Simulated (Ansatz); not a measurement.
## BaO under several functionals and dispersion corrections (calculated)

Starting cell:

```
Ba O
1.0
     0.00000    2.75000    2.75000
     2.75000    0.00000    2.75000
     2.75000    2.75000    0.00000
Ba O
1 1
Direct
  0.50000 0.50000 0.50000
  0.00000 0.00000 0.00000
```

Ansatz, plane waves and PAW, scalar-relativistic (no spin–orbit coupling), 8×8×8 k-mesh. No spin polarisation. In the setting of the table the starting cell (space group Fm-3m) has 3.889 × 3.889 × 3.889 Å, angles 60.0 / 60.0 / 60.0°. Each functional was followed to zero pressure by scaling the cell, shape and atoms held, then fitted over four more volumes within ±4 % of it.

(1) What cell, stiffness and gap does each give?

Results:

(1) 
```csv
functional,V0 (Å³/atom),cell,B0 (GPa),B′ from the pressures,gap on the mesh,cutoff (eV)
r2SCAN + D3(BJ)-ATM,21.11,"3.909 × 3.909 × 3.909 Å, angles 60.0 / 60.0 / 60.0°",78,4.6,2.35 eV,500
BLYP + D3(BJ),21.27,"3.918 × 3.918 × 3.918 Å, angles 60.0 / 60.0 / 60.0°",74,4.6,2.18 eV,420
PBE + D3(BJ),21.12,"3.909 × 3.909 × 3.909 Å, angles 60.0 / 60.0 / 60.0°",74,4.6,2.02 eV,420
PBE + D4,21.19,"3.913 × 3.913 × 3.913 Å, angles 60.0 / 60.0 / 60.0°",73,4.6,2.03 eV,420
r2SCAN,21.30,"3.920 × 3.920 × 3.920 Å, angles 60.0 / 60.0 / 60.0°",76,4.6,2.38 eV,500
```

Adding D3(BJ)-ATM to r2SCAN pulls the cell in by 0.9 %.

Caveats: gaps at these levels are rough, and mostly too small.

Points behind the fit for PBE + D4:

```tsv
V (Å³/atom)	E − Emin (meV/atom)	P (GPa)
20.339	8.25	3.25
20.763	1.96	1.53
21.186	0.00	0.00
21.610	1.80	-1.37
22.034	7.16	-2.59
```

All five treatments describe much the same soft, ionic rocksalt oxide. The large Ba²⁺ ion keeps the ions far apart, which weakens the Coulomb attraction and the short-range repulsion that resists compression. Stiffness does not simply follow volume: plain r2SCAN has the largest cell, yet at 76 GPa it is stiffer than BLYP and both PBE variants.

The gap depends far more on the functional than on the dispersion term. An additive pairwise or three-body correction leaves the band energies unchanged at fixed geometry, so the drop from 2.38 to 2.35 eV in r2SCAN reflects the contraction alone. The direction fits a gap between O 2p and Ba 5d states, since shorter distances broaden the d band and lower its edge. With PBE, D4 gives a slightly larger cell than D3(BJ), possibly because its charge-dependent coefficients reduce the polarisability of the Ba cation. Without uncorrected PBE and BLYP runs, the contraction due to dispersion can be isolated only for r2SCAN.
